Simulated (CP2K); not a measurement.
# CuAu (R-3m) in CP2K: equation of state

Aim: energy against volume of CuAu in PBE, for its equilibrium volume and stiffness.

Program: CP2K 2026.2. These are calculated values, not measurements. Logs are shortened: lines on timing, memory, paths and dates and some standing lists are left out, and cuts for length are marked.

## Step 1: Starting point

The structure is trigonal, space group R-3m (No. 166). Conventional cell: a = 2.886 Å, b = 2.886 Å, c = 12.769 Å, α = 90.00°, β = 90.00°, γ = 120.00°. Au (site symmetry -3m) has 6 Cu at 2.70 Å and 6 Au at 2.89 Å as nearest neighbours. Cu (site symmetry -3m) has 6 Au at 2.70 Å and 6 Cu at 2.89 Å as nearest neighbours.

The cell comes from a database or a generator and needn't be the stable form of this composition.

## Step 2: Single point, PBE, 15.35 Å³/atom

The input, cuau_eos.inp:

```
&GLOBAL
  PROJECT cuau_eos
  RUN_TYPE ENERGY_FORCE
  PRINT_LEVEL LOW
&END GLOBAL
&FORCE_EVAL
  METHOD QS
  STRESS_TENSOR ANALYTICAL
  &DFT
    BASIS_SET_FILE_NAME BASIS_MOLOPT_UZH
    POTENTIAL_FILE_NAME POTENTIAL_UZH
    &MGRID
      CUTOFF 500
      REL_CUTOFF 60
      NGRIDS 4
    &END MGRID
    &QS
      METHOD GPW
      EPS_DEFAULT 1.0E-10
    &END QS
    &KPOINTS
      SCHEME MONKHORST-PACK 11 11 11
      GAMMA_CENTERED T
      SYMMETRY T
      SYMMETRY_BACKEND SPGLIB
    &END KPOINTS
    &SCF
      SCF_GUESS ATOMIC
      EPS_SCF 1.0E-6
      MAX_SCF 100
      ADDED_MOS 16
      CHOLESKY OFF
      EPS_EIGVAL 1.0E-7
      &DIAGONALIZATION ON
        ALGORITHM STANDARD
      &END DIAGONALIZATION
      &MIXING ON
        METHOD BROYDEN_MIXING
        ALPHA 0.4
        BETA 1.5
        NBUFFER 8
      &END MIXING
      &SMEAR ON
        METHOD FERMI_DIRAC
        ELECTRONIC_TEMPERATURE [K] 580.226
      &END SMEAR
    &END SCF
    &XC
      &XC_FUNCTIONAL PBE
      &END XC_FUNCTIONAL
    &END XC
    &PRINT
      &KPOINTS ON
      &END KPOINTS
      &MULLIKEN ON
      &END MULLIKEN
      &MO ON
        ENERGIES T
        OCCUPATION_NUMBERS T
        &EACH
          QS_SCF 0
        &END EACH
        ADD_LAST NUMERIC
      &END MO
    &END PRINT
  &END DFT
  &SUBSYS
    &CELL
      ABC 4.5707264522 4.5707264523 4.5707264522
      ALPHA_BETA_GAMMA 36.8082289538 36.8082289537 36.8082289542
      PERIODIC XYZ
    &END CELL
    &COORD
      Au  0.0000000000 0.0000000000 0.0000000000
      Cu  5.9448940126 1.9780771867 1.2264470233
    &END COORD
    &KIND Au
      BASIS_SET TZVP-MOLOPT-PBE-GTH-q11
      POTENTIAL GTH-PBE-q11
    &END KIND
    &KIND Cu
      BASIS_SET TZVP-MOLOPT-PBE-GTH-q11
      POTENTIAL GTH-PBE-q11
    &END KIND
    &PRINT
      &ATOMIC_COORDINATES ON
      &END ATOMIC_COORDINATES
      &CELL ON
      &END CELL
      &SYMMETRY ON
      &END SYMMETRY
    &END PRINT
  &END SUBSYS
  &PRINT
    &FORCES ON
    &END FORCES
    &STRESS_TENSOR ON
    &END STRESS_TENSOR
  &END PRINT
&END FORCE_EVAL
```

Potentials or basis: POTENTIAL_UZH Au GTH-PBE-q11, Cu GTH-PBE-q11; TZVP-MOLOPT-PBE-GTH basis.

Launch:

```console
OMP_NUM_THREADS=1 cp2k.psmp -i cuau_eos.inp -o cuau_eos.out
```

cuau_eos.out:

```text

 CP2K| version string:                                       CP2K version 2026.2
 CP2K| Input file name                                              cuau_eos.inp

 GLOBAL| Force Environment number                                              1
 GLOBAL| Basis set file name                                    BASIS_MOLOPT_UZH
 GLOBAL| Potential file name                                       POTENTIAL_UZH
 GLOBAL| MM Potential file name                                     MM_POTENTIAL
 GLOBAL| Coordinate file name                                      __STD_INPUT__
 GLOBAL| Method name                                                        CP2K
 GLOBAL| Project name                                                   cuau_eos
 GLOBAL| Run type                                                   ENERGY_FORCE
 GLOBAL| FFT library                                                       FFTW3
[... 6 lines left out ...]
 GLOBAL| Total number of message passing processes                             1
 GLOBAL| Number of threads for this process                                    1
 GLOBAL| CPU model name                                 Intel(R) Xeon(R) 6975P-C

 CELL| Volume [angstrom^3]:                                            30.702698
 CELL| Vector a [angstrom]:       4.571     0.000     0.000   |a| =     4.570726
 CELL| Vector b [angstrom]:       3.660     2.738     0.000   |b| =     4.570726
 CELL| Vector c [angstrom]:       3.660     1.218     2.453   |c| =     4.570726
 CELL| Angle (b,c), alpha [degree]:                                    36.808229
 CELL| Angle (a,c), beta  [degree]:                                    36.808229
 CELL| Angle (a,b), gamma [degree]:                                    36.808229
 CELL| Numerically orthorhombic:                                              NO
 CELL| Periodicity                                                           XYZ

 CELL_REF| Volume [angstrom^3]:                                        30.702698
 CELL_REF| Vector a [angstrom     4.571     0.000     0.000   |a| =     4.570726
 CELL_REF| Vector b [angstrom     3.660     2.738     0.000   |b| =     4.570726
 CELL_REF| Vector c [angstrom     3.660     1.218     2.453   |c| =     4.570726
 CELL_REF| Angle (b,c), alpha [degree]:                                36.808229
 CELL_REF| Angle (a,c), beta  [degree]:                                36.808229
 CELL_REF| Angle (a,b), gamma [degree]:                                36.808229
 CELL_REF| Numerically orthorhombic:                                          NO
 CELL_REF| Periodicity                                                       XYZ
[... 10 lines left out ...]

  Total number of            - Atomic kinds:                                   2
                             - Atoms:                                          2
                             - Shell sets:                                     2
                             - Shells:                                        20
                             - Primitive Cartesian functions:                 12
                             - Cartesian basis functions:                     80
                             - Spherical basis functions:                     68

  Maximum angular momentum of- Orbital basis functions:                        3
                             - Local part of the GTH pseudopotential:          0
                             - Non-local part of the GTH pseudopotential:      4

 MODULE QUICKSTEP: ATOMIC COORDINATES IN ANGSTROM

   Atom Kind Element         X             Y             Z       Z(eff)     Mass
      1    1 Au   79      0.000000      0.000000      0.000000  11.0000 196.9666
      2    2 Cu   29      5.944894      1.978077      1.226447  11.0000  63.5460

 Crystal Symmetry Information
       International Symbol:                                                R-3m
       Point Group Symbol:                                                   -3m
       Schoenflies Symbol:                                                 D3d^5
[... 30 lines left out ...]
     8 Broy./Diag. 0.40E+00   18.2     0.00221990       -80.9355951163 -4.34E-02
     9 Broy./Diag. 0.40E+00   18.5     0.00111750       -80.9332622406  2.33E-03
    10 Broy./Diag. 0.40E+00   19.3     0.00021618       -80.9307591699  2.50E-03
    11 Broy./Diag. 0.40E+00   19.5     0.00003803       -80.9301735671  5.86E-04
    12 Broy./Diag. 0.40E+00   19.3     0.00006217       -80.9303991659 -2.26E-04
    13 Broy./Diag. 0.40E+00   19.2     0.00001868       -80.9303908098  8.36E-06
    14 Broy./Diag. 0.40E+00   18.7     0.00000130       -80.9303882366  2.57E-06
    15 Broy./Diag. 0.40E+00   19.7     0.00000028       -80.9303895886 -1.35E-06

  *** SCF run converged in    15 steps ***

  Electronic density on regular grids:        -21.9999999848        0.0000000152
  Core density on regular grids:               21.9999999970       -0.0000000030
  Total charge density on r-space grids:        0.0000000121
  Total charge density g-space grids:           0.0000000121

  Overlap energy of the core charge distribution:               0.00000002053386
  Self energy of the core charge distribution:               -122.45744886512577
  Core Hamiltonian energy:                                     40.53382191656034
  Hartree energy:                                              13.95497337417049
  Exchange-correlation energy:                                -12.96144294914845
  Electronic entropic energy:                                  -0.00029308560143
  Fermi energy:                                                 0.30224529810272

  Total energy:                                               -80.93038958861250
  Total energy (extrapolated to T->0):                        -80.93024304581178

 MO| EIGENVALUES AND OCCUPATION NUMBERS FOR K POINT 1
 MO|
 MO|  Index      Eigenvalue [a.u.]        Eigenvalue [eV]             Occupation
 MO|      1              -0.003137              -0.085373               2.000000
 MO|      2               0.072659               1.977153               2.000000
 MO|      3               0.128010               3.483336               2.000000
 MO|      4               0.128010               3.483337               2.000000
 MO|      5               0.130071               3.539416               2.000000
 MO|      6               0.179606               4.887333               2.000000
[... 19 lines left out ...]
 MO|     26               1.345836              36.622067               0.000000
[... 434 lines left out ...]
 MO|     26               1.493926              40.651793               0.000000
 MO|     27               1.520381              41.371664               0.000000
 MO| Sum:                                                              23.999964
 MO| E(Fermi):            0.302245 a.u.          8.224513 eV
 MO| Band gap:            0.047944 a.u.          1.304621 eV

 [... the levels of further k-points ...]

 !-----------------------------------------------------------------------------!
                     Mulliken Population Analysis

 #  Atom  Element  Kind  Atomic population                           Net charge
       1     Au       1         10.782206                              0.217794
       2     Cu       2         11.217794                             -0.217794
 # Total charge                             22.000000                 -0.000000

 !-----------------------------------------------------------------------------!

 ENERGY| Total FORCE_EVAL ( QS ) energy [hartree]            -80.930390003929659

 FORCES| Atomic forces [hartree/bohr]
 FORCES|   Atom     x               y               z               |f|
 FORCES|      1 -1.77630430E-12 -7.05941789E-13 -1.34259106E-12   2.33584278E-12
 FORCES|      2  1.76886703E-12  7.05666687E-13  1.28322915E-12   2.29641745E-12
 FORCES| Sum    -7.43726462E-15 -2.75102605E-16 -5.93619038E-14
 FORCES| Total atomic force                                       5.98266179E-14

 STRESS| Analytical stress tensor [bar]
 STRESS|                        x                   y                   z
 STRESS|      x        3.57094470685E+04   3.93447250084E+03   2.43923111778E+03
 STRESS|      y        3.93447250084E+03   2.51937672450E+04   8.11837545931E+02
 STRESS|      z        2.43923111778E+03   8.11837545931E+02   2.43889634905E+04
 STRESS| 1/3 Trace                                             2.84307259347E+04
 STRESS| Determinant                                           2.14062702018E+13

 STRESS| Eigenvectors and eigenvalues of the analytical stress tensor [bar]
 STRESS|                        1                   2                   3
 STRESS| Eigenvalues   2.38846066494E+04   2.38857678764E+04   3.75218032781E+04
 STRESS|      x          -0.275723859685     -0.238493606550      0.931180515708
 STRESS|      y           0.943290320035      0.119186138489      0.309835499128
 STRESS|      z          -0.184877595528      0.963802606360      0.192106248324
```

Run time: 5.3 min. Hardware: 1 thread of Intel Xeon 6975P-C (Granite Rapids), shared host; peak memory 0.63 GiB.

Results:

* Free energy: -2202.2279 eV
* Pressure: 2.8 GPa
* Band gap on the k mesh: none (metal or under the smearing width)
* Mulliken charges: Au +0.22; Cu -0.22 e

Caveat: Mulliken charges move with the basis; with these potentials and basis sets, volumes of gold and of layered tellurides can stand 1.5 % and more from those of plane-wave programs; the basis of atomic orbitals isn't converged, which shifts pressures, moduli and gaps.

## Step 3: Single point, PBE, 15.04 Å³/atom (volume scaled by 0.98)

Edit cuau_eos.inp of step 2 so:

```diff
@@ -11,2 +11,3 @@
     POTENTIAL_FILE_NAME POTENTIAL_UZH
+    WFN_RESTART_FILE_NAME previous-RESTART.kp
     &MGRID
@@ -27,3 +28,3 @@
     &SCF
-      SCF_GUESS ATOMIC
+      SCF_GUESS RESTART
       EPS_SCF 1.0E-6
@@ -68,4 +69,4 @@
     &CELL
-      ABC 4.5707264522 4.5707264523 4.5707264522
-      ALPHA_BETA_GAMMA 36.8082289538 36.8082289537 36.8082289542
+      ABC 4.5400495114 4.5400495115 4.5400495114
+      ALPHA_BETA_GAMMA 36.8082289543 36.8082289538 36.8082289546
       PERIODIC XYZ
@@ -74,3 +75,3 @@
       Au  0.0000000000 0.0000000000 0.0000000000
-      Cu  5.9448940126 1.9780771867 1.2264470233
+      Cu  5.9049941928 1.9648011008 1.2182155873
     &END COORD
```

Potentials or basis: POTENTIAL_UZH Au GTH-PBE-q11, Cu GTH-PBE-q11; TZVP-MOLOPT-PBE-GTH basis.

Launch:

```console
OMP_NUM_THREADS=1 cp2k.psmp -i cuau_eos.inp -o cuau_eos.out
```

It took 5.2 min on 1 thread of Intel Xeon 6975P-C (Granite Rapids), shared host; peak memory 0.63 GiB.

The run converged. Its results:

* Free energy: -2202.2110 eV
* Pressure: 6.0 GPa
* Band gap on the k mesh: none (metal or under the smearing width)
* Mulliken charges: Au +0.23; Cu -0.23 e

Caveat: Mulliken charges move with the basis; with these potentials and basis sets, volumes of gold and of layered tellurides can stand 1.5 % and more from those of plane-wave programs; the basis of atomic orbitals isn't converged, which shifts pressures, moduli and gaps.

## Step 4: Single point, PBE, 15.66 Å³/atom (volume scaled by 1.02)

Edit cuau_eos.inp of step 3 so:

```diff
@@ -69,4 +69,4 @@
     &CELL
-      ABC 4.5400495114 4.5400495115 4.5400495114
-      ALPHA_BETA_GAMMA 36.8082289543 36.8082289538 36.8082289546
+      ABC 4.6009970460 4.6009970460 4.6009970460
+      ALPHA_BETA_GAMMA 36.8082289539 36.8082289545 36.8082289541
       PERIODIC XYZ
@@ -75,3 +75,3 @@
       Au  0.0000000000 0.0000000000 0.0000000000
-      Cu  5.9049941928 1.9648011008 1.2182155873
+      Cu  5.9842653190 1.9911774174 1.2345694258
     &END COORD
```

Launch:

```console
OMP_NUM_THREADS=1 cp2k.psmp -i cuau_eos.inp -o cuau_eos.out
```

Run time: 5.6 min. Hardware: 1 thread of Intel Xeon 6975P-C (Granite Rapids), shared host; peak memory 0.62 GiB.

The run converged. Its results:

* Free energy: -2202.2333 eV
* Pressure: 0.0 GPa
* Band gap on the k mesh: none (metal or under the smearing width)
* Mulliken charges: Au +0.20; Cu -0.20 e

Caveat: Mulliken charges move with the basis; with these potentials and basis sets, volumes of gold and of layered tellurides can stand 1.5 % and more from those of plane-wave programs; the basis of atomic orbitals isn't converged, which shifts pressures, moduli and gaps.

## Step 5: Single point, PBE, 14.74 Å³/atom (volume scaled by 0.96)

Edit cuau_eos.inp of step 4 so:

```diff
@@ -69,4 +69,4 @@
     &CELL
-      ABC 4.6009970460 4.6009970460 4.6009970460
-      ALPHA_BETA_GAMMA 36.8082289539 36.8082289545 36.8082289541
+      ABC 4.5089523060 4.5089523060 4.5089523059
+      ALPHA_BETA_GAMMA 36.8082289543 36.8082289535 36.8082289545
       PERIODIC XYZ
@@ -75,3 +75,3 @@
       Au  0.0000000000 0.0000000000 0.0000000000
-      Cu  5.9842653190 1.9911774174 1.2345694258
+      Cu  5.8645477578 1.9513431367 1.2098713830
     &END COORD
```

Launch:

```console
OMP_NUM_THREADS=1 cp2k.psmp -i cuau_eos.inp -o cuau_eos.out
```

It took 5.6 min on 1 thread of Intel Xeon 6975P-C (Granite Rapids), shared host; peak memory 0.63 GiB.

The run converged. Its results:

| Property | Result |
| --- | --- |
| Free energy | -2202.1810 eV |
| Pressure | 9.7 GPa |
| Band gap on the k mesh | none (metal or under the smearing width) |
| Mulliken charges | Au +0.25; Cu -0.25 e |

Caveat: Mulliken charges move with the basis; with these potentials and basis sets, volumes of gold and of layered tellurides can stand 1.5 % and more from those of plane-wave programs; the basis of atomic orbitals isn't converged, which shifts pressures, moduli and gaps.

## Step 6: Single point, PBE, 15.97 Å³/atom (volume scaled by 1.04)

Edit cuau_eos.inp of step 5 so:

```diff
@@ -69,4 +69,4 @@
     &CELL
-      ABC 4.5089523060 4.5089523060 4.5089523059
-      ALPHA_BETA_GAMMA 36.8082289543 36.8082289535 36.8082289545
+      ABC 4.6308744873 4.6308744874 4.6308744874
+      ALPHA_BETA_GAMMA 36.8082289540 36.8082289539 36.8082289545
       PERIODIC XYZ
@@ -75,3 +75,3 @@
       Au  0.0000000000 0.0000000000 0.0000000000
-      Cu  5.8645477578 1.9513431367 1.2098713830
+      Cu  6.0231252735 2.0041075032 1.2425863350
     &END COORD
```

Potentials or basis: POTENTIAL_UZH Au GTH-PBE-q11, Cu GTH-PBE-q11; TZVP-MOLOPT-PBE-GTH basis.

Launch:

```console
OMP_NUM_THREADS=1 cp2k.psmp -i cuau_eos.inp -o cuau_eos.out
```

Run time: 5.9 min. Hardware: 1 thread of Intel Xeon 6975P-C (Granite Rapids), shared host; peak memory 0.64 GiB.

The run converged. Its results:

```
Free energy            : -2202.2285 eV
Pressure               : -2.5 GPa
Band gap on the k mesh : none (metal or under the smearing width)
Mulliken charges       : Au +0.19; Cu -0.19 e
```

Caveat: Mulliken charges move with the basis; with these potentials and basis sets, volumes of gold and of layered tellurides can stand 1.5 % and more from those of plane-wave programs; the basis of atomic orbitals isn't converged, which shifts pressures, moduli and gaps.

## Step 7: Single point, PBE, 14.43 Å³/atom (volume scaled by 0.94)

Edit cuau_eos.inp of step 6 so:

```diff
@@ -69,4 +69,4 @@
     &CELL
-      ABC 4.6308744873 4.6308744874 4.6308744874
-      ALPHA_BETA_GAMMA 36.8082289540 36.8082289539 36.8082289545
+      ABC 4.4774201393 4.4774201394 4.4774201394
+      ALPHA_BETA_GAMMA 36.8082289542 36.8082289533 36.8082289543
       PERIODIC XYZ
@@ -75,3 +75,3 @@
       Au  0.0000000000 0.0000000000 0.0000000000
-      Cu  6.0231252735 2.0041075032 1.2425863350
+      Cu  5.8235355925 1.9376969340 1.2014104672
     &END COORD
```

Launch:

```console
OMP_NUM_THREADS=1 cp2k.psmp -i cuau_eos.inp -o cuau_eos.out
```

Wall time 6.7 min (1 thread of Intel Xeon 6975P-C (Granite Rapids), shared host); peak memory 0.64 GiB.

Results (log left out):

```yaml
Free_energy: -2202.1362 eV
Pressure: 13.8 GPa
Band_gap_on_the_k_mesh: none (metal or under the smearing width)
Mulliken_charges: Au +0.27; Cu -0.27 e
```

Caveat: Mulliken charges move with the basis; with these potentials and basis sets, volumes of gold and of layered tellurides can stand 1.5 % and more from those of plane-wave programs; the basis of atomic orbitals isn't converged, which shifts pressures, moduli and gaps.

## Step 8: Single point, PBE, 16.27 Å³/atom (volume scaled by 1.06)

Edit cuau_eos.inp of step 7 so:

```diff
@@ -69,4 +69,4 @@
     &CELL
-      ABC 4.4774201393 4.4774201394 4.4774201394
-      ALPHA_BETA_GAMMA 36.8082289542 36.8082289533 36.8082289543
+      ABC 4.6603712984 4.6603712986 4.6603712985
+      ALPHA_BETA_GAMMA 36.8082289545 36.8082289536 36.8082289544
       PERIODIC XYZ
@@ -75,3 +75,3 @@
       Au  0.0000000000 0.0000000000 0.0000000000
-      Cu  5.8235355925 1.9376969340 1.2014104672
+      Cu  6.0614901632 2.0168728633 1.2505011110
     &END COORD
```

Launch:

```console
OMP_NUM_THREADS=1 cp2k.psmp -i cuau_eos.inp -o cuau_eos.out
```

Run time: 5.3 min. Hardware: 1 thread of Intel Xeon 6975P-C (Granite Rapids), shared host; peak memory 0.61 GiB.

It converged, with:

| Property | Result |
| --- | --- |
| Free energy | -2202.2148 eV |
| Pressure | -4.6 GPa |
| Band gap on the k mesh | none (metal or under the smearing width) |
| Mulliken charges | Au +0.18; Cu -0.18 e |

Caveat: Mulliken charges move with the basis; with these potentials and basis sets, volumes of gold and of layered tellurides can stand 1.5 % and more from those of plane-wave programs; the basis of atomic orbitals isn't converged, which shifts pressures, moduli and gaps.

## Step 9: Equation of state, PBE

Potentials or basis: POTENTIAL_UZH Au GTH-PBE-q11, Cu GTH-PBE-q11; TZVP-MOLOPT-PBE-GTH basis.

This step only gathers the single runs of the series.

Results:

```
Equilibrium volume                        : 15.66 Å³/atom
Bulk modulus at fixed shape and positions : 135 GPa
Pressure derivative of the bulk modulus   : 5.5
```

Energy against volume, from the lowest point:
| volume (Å³/atom) | energy (meV/atom) |
| --- | --- |
| 14.430 | 48.56 |
| 14.737 | 26.14 |
| 15.044 | 11.14 |
| 15.351 | 2.69 |
| 15.658 | 0.00 |
| 15.965 | 2.38 |
| 16.272 | 9.22 |

Caveat: with these potentials and basis sets, volumes of gold and of layered tellurides can stand 1.5 % and more from those of plane-wave programs; the cell was scaled at fixed shape and fractional positions, which overstates the stiffness of a crystal with free parameters, most of all of layers and chains; the basis of atomic orbitals isn't converged, which shifts pressures, moduli and gaps.
